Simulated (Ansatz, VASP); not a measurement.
# AgCl in VASP and in Ansatz

POSCAR

```
AgCl
1.0
    0.0850081913      2.9932461729      2.9932461729
    2.9932461729      0.0850081913      2.9932461729
    3.0782543642      3.0782543642      0.0000000000
Ag Cl
1 1
Direct
    0.0097020167      0.0097020167     -0.0097020167
    0.2402979833      0.2402979833      0.2597020167
```

INCAR.step1

```
PREC = Accurate
ENCUT = 520
ISMEAR = 0
SIGMA = 0.01
LREAL = F
LASPH = T
NELM = 100
NBANDS = 16
GGA = PE
ALGO = Normal
EDIFF = 1E-4
LWAVE = T
LCHARG = F
```

Contents of INCAR.step2:

```
PREC = Accurate
ENCUT = 520
EDIFF = 1E-6
ISMEAR = 0
SIGMA = 0.01
LREAL = F
LASPH = T
NELM = 100
ALGO = Normal
ISIF = 2
LWAVE = F
LCHARG = F
METAGGA = R2SCAN
LMIXTAU = T
NBANDS = 16
ISTART = 1
```

The input KPOINTS:

```
Automatic mesh
0
Gamma
  8 8 8
```

Input for Ansatz:

```yaml
crystal:
  lattice:
    - [0.0850081913, 2.9932461729, 2.9932461729]
    - [2.9932461729, 0.0850081913, 2.9932461729]
    - [3.0782543642, 3.0782543642, 0.0]
  atoms:
    - { symbol: Ag, position: [0.0097020167, 0.0097020167, -0.0097020167] }
    - { symbol: Cl, position: [0.2402979833, 0.2402979833, 0.2597020167] }
kpoints:
  mp_grid: { grid: [8, 8, 8] }
  band_path:
    path:
      - [0.0, 0.0, 0.0]
      - [-0.5, -0.5, 0.0]
      - [-0.375, -0.375, 0.25]
      - [-0.375, 0.0, 0.375]
      - [0.0, 0.0, 0.5]
      - [-0.5, -0.25, 0.25]
    npoints: 1
hamiltonian:
  xc: r2scan
scf:
  occupations: { method: fixed }
  n_extra_bands: 4
output:
  forces: true
  stress: true
  eigenvalues: true
```

Change from the starting cell: shear_xy strain +5.7%.

Alike in both runs: task single point; functional r2SCAN; k mesh 8 × 8 × 8; no spin polarisation.

|  | VASP | Ansatz |
| --- | --- | --- |
| version | VASP 6.6.1 | Ansatz 0.2.0 |
| potentials or method | VASP PAW PBE potentials, release 64 (Ag, Cl) | plane waves, PAW |
| plane-wave cutoff (eV) | 520 | 500 |
| occupations | gaussian, width 0.01 eV | fixed |
| valence electrons in the cell | 18 | 26 |

```csv
,VASP,Ansatz,Ansatz less VASP
gap on the k mesh at the Fermi level (eV),1.55,1.60,+0.048
pressure (GPa),-0.2,-0.1,+0.07
largest component of the traceless stress (GPa),0.13,0.12,-0.010
```

The two sets of potentials don't hold the same shells in valence.

Caveats: the PAW data sets were made with another functional, which shifts forces and pressure a little (VASP). A k mesh can miss the band edges.
